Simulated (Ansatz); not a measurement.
# A convergence test on AgCl (Fm-3m): k mesh of the density

Aim: see how gap, energy and time of AgCl (Fm-3m) follow the k mesh of the density.

Program: Ansatz 0.2.0. Level of theory: DFT, PBE, plane waves, PAW. Results are calculated unless marked as measured.

## (1) The structure

Symmetry: Fm-3m, No. 225, cubic system. Conventional cell: a = 5.545 Å, b = 5.545 Å, c = 5.545 Å, α = 90.00°, β = 90.00°, γ = 90.00°. Ag has 6 Cl at 2.77 Å nearest. Nearest to Cl lie 6 Ag at 2.77 Å. Farther neighbours and most contacts between anions are not listed.

The cell and positions are those that the Materials Project relaxed with its own functionals (PBE, PBE+U or r2SCAN), kept fixed. The default PAW set here is soft_2. Its files were made with PBE.

## (2) k mesh of the density: 2×2×2

Contents of input.yaml:

```yaml
crystal:
  lattice:
    - [0.0, 2.7726629968, 2.7726629968]
    - [2.7726629968, 0.0, 2.7726629968]
    - [2.7726629968, 2.7726629968, 0.0]
  atoms:
    - { symbol: Ag, position: [0.0, 0.0, 0.0] }
    - { symbol: Cl, position: [0.5, 0.5, 0.5] }
kpoints:
  mp_grid: { grid: [2, 2, 2] }
  band_path:
    path:
      - [0.0, 0.0, 0.0]
      - [0.5, 0.0, 0.5]
      - [0.625, 0.25, 0.625]
      - [0.375, 0.375, 0.75]
      - [0.5, 0.5, 0.5]
      - [0.5, 0.25, 0.75]
      - [0.0375, 0.0375, 0.075]
    npoints: 1
hamiltonian:
  xc: pbe
scf:
  occupations: { method: fixed }
  n_extra_bands: 4
output:
  eigenvalues: true
```

Started as:

```console
ansatz run input.yaml --threads 3 --pin off --max-ram 92160MiB --backend cuda --events-out ev --progress --plain --runs-dir out --devices 1 --max-vram 13GiB
```

Numbers of over 12 decimals in the logs are rounded to 6 here.

Log:

```text
scf.n_extra_bands = 4 over 13 filled bands (N_el = 26.0): the run solves 17 bands
GPUs: using 1 of 1 available (devices: 1).
Engine: ansatz 0.2.0, x86_64-unknown-linux-gnu
Pseudopotentials: kind: paw
Pseudopotential: Ag, paw, valence charge 19, recommended cutoff 420 eV (normal), Ag.paw.azcp
Pseudopotential: Cl, paw, valence charge 7, recommended cutoff 420 eV (normal), Cl.paw.azcp
Functional definition: PBE
  parameter kappa = 0.804
  parameter beta = 0.066725
  exchange = pbe_x(kappa = kappa, mu = beta*pi^2/3)
  correlation = pbe_c(beta = beta)
device memory: the entry about to start is reckoned to put 1.3 GiB on a device that reports 31.8 GiB free (of which the cap on the GPU budget leaves the run 13.0 GiB)
GPU FFT provider: cuFFT
GPU libraries: cuBLAS 13.8.2, cuFFT 12.4.0, cuSOLVER 12.3.4
Crystal: 2 atoms, lattice volume = 42.631 Å³
Basis set: ecut = 420 eV, 869 PW (Γ)
Bands: 17, of which v1, the nominal top of the filled ones, is band 13 counted from 1 (12 counted from 0)
Symmetry: 48 space group operations
Space group: Fm-3m (ITA 225), of the structure as read, at distance tolerance 3.5e-5 Å
k-points: 3 of 8
Non-local potential: Ag, projectors of the file, l = 0: 3, l = 1: 2, l = 2: 2, l = 3: 1
Non-local potential: Cl, projectors of the file, l = 0: 2, l = 1: 2, l = 2: 2
PAW form: soft (Blöchl's): semilocal exchange-correlation on the pseudo side does not see the compensation charge
PAW one-centre angular grid: Ag, 590 points (default); XC on 64 Gauss nodes
PAW one-centre angular grid: Cl, 110 points (default); XC on 64 Gauss nodes
Initial density: superposition of atomic densities (neutral atoms: chi_scale 0, normalization atom), corrected by the library's trained network
Initial wavefunctions: pseudopotential atomic-orbital guess
GPU buffer pool allocated for 19683 grid points (all kernels)
GPU transforms: local potential and band sums: pruned to the plane-wave sphere, on 25×27×27
Functional: x = pbe(κ = 0.804, μ = 0.219515), c = pbe(β = 0.066725)
SCF iter   1: F=—  HF=-8670.198585 eV  |F-HF|=—  |Δ(HF+E_count)|=         —  Δρ=1.08e-2  dr2=7.81e-2  ethr=1.77e-3  ⟨swp⟩=4.0  Hψ=200  notcnv=0  defer=3
preconditioner: auto → none  [insulator: Δε(μ)=0.906 eV  Ē_g=11.006 eV  n_scr=14 (ndim 8)  ℏωp=24.1 eV  f_vac=0.036  ε∞_Penn≈5.8]
SCF iter   2: F=—  HF=-8670.173366 eV  |F-HF|=—  |Δ(HF+E_count)|=   2.52e-2  Δρ=3.09e-3  dr2=2.55e-3  ethr=3.01e-4  ⟨swp⟩=2.0  Hψ=107  notcnv=0  defer=4
SCF iter   3: F=—  HF=-8670.173526 eV  |F-HF|=—  |Δ(HF+E_count)|=   1.60e-4  Δρ=1.39e-3  dr2=4.76e-4  ethr=9.82e-6  ⟨swp⟩=2.0  Hψ=75  notcnv=0  defer=4
SCF iter   4: F=—  HF=-8670.173710 eV  |F-HF|=—  |Δ(HF+E_count)|=   1.84e-4  Δρ=8.62e-4  dr2=2.70e-4  ethr=1.83e-6  ⟨swp⟩=2.0  Hψ=87  notcnv=0  defer=4
SCF iter   5: F=—  HF=-8670.173723 eV  |F-HF|=—  |Δ(HF+E_count)|=   1.29e-5  Δρ=1.81e-4  dr2=1.25e-5  ethr=1.04e-6  ⟨swp⟩=2.3  Hψ=80  notcnv=0  defer=2
SCF iter   6: F=—  HF=-8670.173717 eV  |F-HF|=—  |Δ(HF+E_count)|=   5.45e-6  Δρ=1.30e-5  dr2=6.97e-8  ethr=3.85e-10  ⟨swp⟩=3.3  Hψ=232  notcnv=0
SCF iter   7: F=-8670.173717 eV  HF=-8670.173717 eV  |F-HF|=4.93e-10  |Δ(HF+E_count)|=   3.28e-8  Δρ=9.65e-7  dr2=3.35e-10  ethr=2.68e-10  ⟨swp⟩=1.0  Hψ=140  notcnv=0
SCF 1 converged in 7 iterations: F = -8670.173717 eV  dr2 = 3.35e-10
[...]
device memory: the entry about to start is reckoned to put 0.8 GiB on a device that reports 40.5 GiB free (of which the cap on the GPU budget leaves the run 13.0 GiB)
NSCF: frozen V_eff on 7 k-points
SCF converged after 7 iterations
Free energy (F): -8670.173717 eV
Harris-Foulkes:  -8670.173717 eV  (|F-HF|=4.93e-10)
Internal energy: -8670.173717 eV  (E = F + TS)
E sigma→0 (E₀):  -8670.173717 eV
Fermi energy:    8.304353 eV
--- Per-component energies (eV) ---
  E_band       = -354.338617
  E_kinetic    = 692.392636
  E_local      = -3215.281929  (includes V_loc(G=0)·N_el)
  E_nonlocal   = 113.556571
  E_hartree    = 1412.387409
  E_xc         = -290.321023
  E_vxc        = -354.614546  (∫ρ·V_xc dr)
  E_paw        = -4565.907547  (= ΣΔE_a)
  E_vpaw       = -415.165956  (= ΣTr[D̂ρ^β])
  E_aug_tail   = 0.000407  (compensation charges beyond the density's cutoff)
  E_ewald      = -2817.000242
  E_smearing   = -0.000000  (= −TS)
  E_closure    = 0.000000  (closes the sum)
  Σ components = -8670.173717   (vs F -8670.173717, Δ=0.00e0)
--- Band table (eV) ---
  k-point 0: bands = [... 9 lower, 5.7492, 6.1001, 6.1001, 6.1001, 9.1257, 18.9382, 18.9382, 18.9382]
  k-point 1: bands = [... 9 lower, 6.0598, 6.4031, 8.3044, 8.3044, 12.4421, 14.8179, 15.8049, 15.8049]
  k-point 2: bands = [... 9 lower, 5.9377, 6.1769, 6.1769, 6.2906, 10.5281, 16.1838, 16.9497, 19.7457]
```

Run time: 4.1 s. Hardware: 1 × NVIDIA H100 80GB HBM3 (shared by 6 runs) with 3 threads of AMD EPYC 7R13 (Zen 3), shared host; peak memory 0.88 GiB; 3.6 s of CPU time.

In the SCF lines HF is the Harris–Foulkes energy and dr2 the Hartree energy of the density residual, in eV; the loop may stop once dr2 is under the threshold and the program's other checks hold. Hψ counts applications of the Hamiltonian.

This step gave:

```yaml
gap: 0.8214 eV
valence_top_at: L
conduction_bottom_at: Γ
least_direct_gap: 2.913 eV
```

The gap is indirect, with the least direct gap 2.09 eV higher.

## (3) k mesh of the density: 4×4×4

input.yaml: that of step 2 with these lines changed.

```diff
@@ -9,3 +9,3 @@
 kpoints:
-  mp_grid: { grid: [2, 2, 2] }
+  mp_grid: { grid: [4, 4, 4] }
   band_path:
```

Log:

```text
[...]
GPUs: using 1 of 1 available (devices: 1).
[...]
GPU FFT provider: cuFFT
GPU libraries: cuBLAS 13.8.2, cuFFT 12.4.0, cuSOLVER 12.3.4
Crystal: 2 atoms, lattice volume = 42.631 Å³
Basis set: ecut = 420 eV, 869 PW (Γ)
Bands: 17, of which v1, the nominal top of the filled ones, is band 13 counted from 1 (12 counted from 0)
[... 1 set-up line as in the run before ...]
[...]
k-points: 8 of 64
[...]
E sigma→0 (E₀):  -8670.878537 eV
Fermi energy:    8.119700 eV
[...]
--- Band table (eV; the first three rows and the last of 8) ---
  k-point 0: bands = [... 9 lower, 5.7119, 5.8030, 5.8030, 5.8030, 9.0275, 18.8136, 18.8136, 18.8136]
  k-point 1: bands = [... 9 lower, 5.8506, 6.1103, 7.3183, 7.3183, 11.0574, 15.8995, 17.2364, 17.2364]
  k-point 2: bands = [... 9 lower, 6.0373, 6.3520, 8.1197, 8.1197, 12.3499, 14.6603, 15.7245, 15.7245]
  k-point 7: bands = [... 9 lower, 6.1246, 6.1561, 6.1567, 6.9376, 12.3096, 15.9826, 15.9826, 16.1006]
[key lines of the parts left out:]
SCF converged after 6 iterations
Free energy (F): -8670.878537 eV
```

Elapsed: 3 s, on 1 × NVIDIA H100 80GB HBM3 (shared by 6 runs) with 3 threads; peak memory 0.89 GiB.

This step gave:

* gap: 0.9078 eV
* valence top at: L
* conduction bottom at: Γ
* least direct gap: 3.004 eV

The gap is 0.908 eV, +0.086 eV from the run before at this level.

## (4) k mesh of the density: 8×8×8 (the default)

input.yaml, the sections that differ from step 3:

```yaml
kpoints:
  mp_grid: { grid: [8, 8, 8] }
  band_path:
    path:
      - [[0.0, 0.0, 0.0], [0.5, 0.0, 0.5], [0.625, 0.25, 0.625]]
      - [[0.375, 0.375, 0.75], [0.0, 0.0, 0.0], [0.5, 0.5, 0.5], [0.5, 0.25, 0.75], [0.5, 0.0, 0.5]]
    npoints: 10
scf:
  occupations: { method: fermi_dirac, width: 0.02 }
  n_extra_bands: 4
output:
  eigenvalues: true
  write_density: true
  write_potential: true
  elf: true
  volumetric_format: npy
# crystal, hamiltonian: as in step 3
```

Log:

```text
[...]
GPUs: using 1 of 1 available (devices: 1).
[...]
GPU FFT provider: cuFFT
GPU libraries: cuBLAS 13.8.2, cuFFT 12.4.0, cuSOLVER 12.3.4
Crystal: 2 atoms, lattice volume = 42.631 Å³
Basis set: ecut = 420 eV, 869 PW (Γ)
Bands: 17, of which v1, the nominal top of the filled ones, is band 13 counted from 1 (12 counted from 0)
[... 1 set-up line as in the run before ...]
[...]
k-points: 29 of 512
[...]
E sigma→0 (E₀):  -8670.890950 eV
Fermi energy:    8.592600 eV
[...]
--- Band table (eV; the first three rows and the last of 29) ---
  k-point 0: bands = [... 9 lower, 5.7091, 5.7917, 5.7917, 5.7917, 9.0234, 18.8086, 18.8086, 18.8086]
  k-point 1: bands = [... 9 lower, 5.7228, 5.9563, 6.5499, 6.5499, 9.7353, 17.5209, 18.5099, 18.5099]
  k-point 2: bands = [... 9 lower, 5.8485, 6.1069, 7.3108, 7.3108, 11.0516, 15.8953, 17.2327, 17.2327]
  k-point 28: bands = [... 9 lower, 6.1212, 6.1529, 6.1546, 6.9330, 12.3054, 15.9766, 15.9766, 16.0973]
[key lines of the parts left out:]
SCF converged after 6 iterations
Free energy (F): -8670.890950 eV
```

It took 10 s on 1 × NVIDIA H100 80GB HBM3 (shared by 6 runs) with 3 threads; peak memory 0.9 GiB.

This step gave:

| Quantity | Value |
| --- | --- |
| gap | 0.9114 eV |
| valence top at | L |
| conduction bottom at | Γ |
| least direct gap | 3.007 eV |

The gap is 0.911 eV, +0.004 eV from the run before at this level.

## (5) k mesh of the density: 10×10×10

input.yaml, the sections that differ from step 4:

```yaml
kpoints:
  mp_grid: { grid: [10, 10, 10] }
  band_path:
    path:
      - [0.0, 0.0, 0.0]
      - [0.5, 0.0, 0.5]
      - [0.625, 0.25, 0.625]
      - [0.375, 0.375, 0.75]
      - [0.5, 0.5, 0.5]
      - [0.5, 0.25, 0.75]
      - [0.0375, 0.0375, 0.075]
    npoints: 1
scf:
  occupations: { method: fixed }
  n_extra_bands: 4
output:
  eigenvalues: true
# crystal, hamiltonian: as in step 4
```

Log:

```text
[...]
GPUs: using 1 of 1 available (devices: 1).
[...]
GPU FFT provider: cuFFT
GPU libraries: cuBLAS 13.8.2, cuFFT 12.4.0, cuSOLVER 12.3.4
Crystal: 2 atoms, lattice volume = 42.631 Å³
Basis set: ecut = 420 eV, 869 PW (Γ)
Bands: 17, of which v1, the nominal top of the filled ones, is band 13 counted from 1 (12 counted from 0)
[... 1 set-up line as in the run before ...]
[...]
k-points: 47 of 1000
[...]
E sigma→0 (E₀):  -8670.890986 eV
Fermi energy:    8.111956 eV
[...]
--- Band table (eV; the first three rows and the last of 47) ---
  k-point 0: bands = [... 9 lower, 5.7090, 5.7917, 5.7917, 5.7917, 9.0234, 18.8086, 18.8086, 18.8086]
  k-point 1: bands = [... 9 lower, 5.7051, 5.9285, 6.3893, 6.3893, 9.5066, 17.8660, 18.6551, 18.6551]
  k-point 2: bands = [... 9 lower, 5.7930, 6.0424, 7.0194, 7.0194, 10.5193, 16.5023, 17.7821, 17.7821]
  k-point 46: bands = [... 9 lower, 6.1509, 6.1546, 6.1679, 6.8871, 12.0390, 15.8927, 16.1371, 16.4715]
[key lines of the parts left out:]
SCF converged after 6 iterations
Free energy (F): -8670.890986 eV
```

Wall time 4.3 s (1 × NVIDIA H100 80GB HBM3 (shared by 6 runs) with 3 threads); peak memory 0.89 GiB; 4.8 s of CPU time.

Numbers from this step:

* gap: 0.9114 eV
* valence top at: L
* conduction bottom at: Γ
* least direct gap: 3.007 eV

The gap is 0.911 eV, as in the run before at this level.

## (6) The series

Differences are against the last row; a negative gap means that bands overlap, and a run with a band path holds that path's time. Times are wall times on 1 × NVIDIA H100 80GB HBM3 (shared by 6 runs) with 3 threads of AMD EPYC 7R13 (Zen 3), shared host, good to a factor of about two.

```tsv
k mesh of the density	gap (eV)	direct gap (eV)	gap error (eV)	energy error (meV/atom)	irreducible k	time
2×2×2	0.821	2.913	−0.090	+358.6	3	4.1 s
4×4×4	0.908	3.004	−0.004	+6.2	8	3 s
8×8×8	0.911	3.007	+0.000	+0.0	29	10 s
10×10×10	0.911	3.007	+0.000	+0.0	47	4.3 s
```

## (7) Summary of results

| Property | Result |
| --- | --- |
| 2×2×2 | 0.821 eV |
| 4×4×4 | 0.908 eV |
| 8×8×8 | 0.911 eV |
| 10×10×10 | 0.911 eV |

What this shows: The gap holds to 0.02 eV from 4×4×4 on. At 2×2×2 the gap is off by −0.090 eV and the energy by +359 meV/atom. The gap is read over the mesh and added points near the edges, so meshes differ mainly through the density and, for a hybrid, the exchange operator.

[Paths, hosts, dates, memory and timing lines, banners, echoed tables and standing remarks are left out of the program output.]

[Logs are printed without paths, hosts, clocks, repeated set-up lines and the standing remarks that a program may print on its own settings, such as how far it seeks lower states.]

[Runs of the session that timed out or met a known fault of the program may be left out.]

[Cells called generated may have been cut or substituted from an entry of the Crystallography Open Database or the Materials Project.]

[Hosts, paths, dates, database ids (printed as entryN), source tags and the programs' standing remarks are cut or masked in the printed files.]
